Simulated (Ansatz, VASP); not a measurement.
**Two plane-wave programs on Ir**

```
CELL_PARAMETERS angstrom
2.74938 0.00000 0.00000
-1.37469 2.38103 0.00000
0.00000 0.00000 4.46123
ATOMIC_POSITIONS crystal
Ir 0.33333 0.66667 0.75000
Ir 0.66667 0.33333 0.25000
```

Alike in both runs: functional PBE; k mesh 18 × 18 × 10; occupations gaussian, width 0.05 eV; non-collinear spin, spin-orbit coupling.

Ansatz relaxed the structure, and its values are those at the end. VASP's run is a single point on that final structure, the one shown.

|  | VASP | Ansatz |
| --- | --- | --- |
| version | VASP 6.6.1 | Ansatz 0.2.0 |
| potentials or method | VASP PAW PBE potentials, release 64 (Ir) | plane waves, PAW |
| plane-wave cutoff (eV) | 520 | 420 |
| valence electrons in the cell | 18 | 34 |

```tsv
	VASP	Ansatz	Ansatz less VASP
pressure (GPa)	0.6	-0.2	-0.88
net moment per atom (μB)	0.00	0.00	0.000
```

The two sets of potentials don't hold the same shells in valence.
